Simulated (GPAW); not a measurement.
The system is PbS.

```xyz
2
Lattice="4.0897 0.0000 0.0000 -2.0448 3.5418 0.0000 0.0000 0.0000 3.7882" Properties=species:S:1:pos:R:3 pbc="T T T"
Pb    0.0000    0.0000    0.0000
S     2.0448    1.1806    1.8941
```

Measurements of this composition are mostly on another form, of space group No. 225.

Base run:

```yaml
Program: GPAW 26.7.0
Functional: LDA
Potentials_or_basis: the program's PAW data sets (release 1.2.1) made for this functional
Cutoff: 500 eV
Basis: pw
k_mesh: 6 × 6 × 6
Occupations: fermi-dirac, width 0.05 eV
Spin: no spin polarisation
```

Its results: band gap on the k mesh none (metal or under the smearing width); pressure -4.9 GPa.

**Question.** The run is repeated on the same cell with these changes: functional from LDA to PBE; potentials or basis from the program's PAW data sets (release 1.2.1) made for this functional to GPAW PAW data sets (gpaw-data 1.2.1); cutoff from 500 eV to 450 eV. What comes out?

**Answer.** Band gap on the k mesh none (metal or under the smearing width); pressure -0.9 GPa.

Caveats: the cutoff is short for stress and forces, so pressures can be off by a GPa or more.
